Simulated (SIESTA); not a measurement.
Crystal: W.

```
CELL_PARAMETERS angstrom
-1.58234 1.58234 1.58234
1.58234 -1.58234 1.58234
1.58234 1.58234 -1.58234
ATOMIC_POSITIONS crystal
W 0.00000 0.00000 0.00000
```

Base run:

```yaml
Program: SIESTA 5.4.2
Functional: LDA
Potentials_or_basis: PseudoDojo 0.4 standard (LDA files)
Basis: DZP (energy shift 0.003 Ry; two zetas on semicore shells)
Grid_cutoff: 800 Ry
Energy_shift: 0.003 Ry
k_mesh: 12 × 12 × 12
Occupations: fermi-dirac, width 0.05 eV
Spin: no spin polarisation
```

Its results: band gap on the k mesh none (metal or under the smearing width); pressure -6.1 GPa.

Task: After a change of settings the same cell gave: band gap on the k mesh none (metal or under the smearing width); pressure 19.3 GPa. Which change was it?
A. functional from LDA to RPBE; potentials or basis from PseudoDojo 0.4 standard (LDA files) to PseudoDojo 0.4 standard (PBE files)
B. functional from LDA to PW91; potentials or basis from PseudoDojo 0.4 standard (LDA files) to PseudoDojo 0.4 standard (PBE files)
C. functional from LDA to BLYP; potentials or basis from PseudoDojo 0.4 standard (LDA files) to PseudoDojo 0.4 standard (PBE files)
D. functional from LDA to WC; potentials or basis from PseudoDojo 0.4 standard (LDA files) to PseudoDojo 0.4 standard (PBEsol files)

Result: C.

Caveats: short orbitals over semicore shells can move pressures by several GPa; the basis of atomic orbitals isn't converged, which shifts pressures, moduli and gaps; the potentials were made for another functional, which shifts forces and pressure (some runs).

Runs at the PBE level aren't shown here.
